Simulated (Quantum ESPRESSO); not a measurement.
Crystal: I.

```xyz
4
Lattice="3.6350 -2.3950 0.0000 3.6350 2.3950 0.0000 0.0000 0.0000 9.7934" Properties=species:S:1:pos:R:3 pbc="T T T"
I     3.6350   -0.7152    3.7646
I     3.6350    1.6799    1.1321
I     3.6350    0.7152    6.0288
I     3.6350   -1.6799    8.6613
```

| Item | Value |
| --- | --- |
| Program | Quantum ESPRESSO 7.5 |
| Task | single point |
| Functional | PBEsol |
| Potentials or basis | GBRV 1.5 PBEsol |
| Cutoff | 612 eV |
| Density cutoff | 4898 eV |
| k mesh | 7 × 7 × 3 |
| Occupations | fermi-dirac, width 0.05 eV |
| Spin | no spin polarisation |

On this cell: pressure 0.1 GPa; largest force 0.788 eV/Å; band gap on the k mesh 1.28 eV, indirect (least direct gap 1.36 eV).

The same run follows on a disturbed copy (atoms moved at random, drawn with an rms of 0.05 Å):

```
CELL_PARAMETERS angstrom
3.63503 -2.39502 0.00000
3.63503 2.39502 0.00000
0.00000 0.00000 9.79344
ATOMIC_POSITIONS crystal
I 0.65349 0.34675 0.38295
I 0.15234 0.84035 0.11361
I 0.36674 0.64517 0.61547
I 0.84626 0.15370 0.88219
```

Problem. What changes?

Solution. The energy moves by -3.3 meV/atom; pressure -0.1 GPa; largest force 0.848 eV/Å; band gap on the k mesh 1.25 eV, indirect (least direct gap 1.33 eV).

Forces on the atoms (eV/Å):
```
I   -0.003 -0.408 -0.744
I    0.010 -0.153  0.503
I   -0.012  0.393  0.733
I    0.006  0.168 -0.492
```

Stress tensor (GPa, compression positive):
```
 0.01  0.01  0.02
 0.01 -0.61  0.39
 0.02  0.39  0.27
```

Caveats: spin-orbit coupling is left out, which moves the levels of the heavy elements; an odd mesh through Γ misses points on the zone boundary, where band edges often lie.
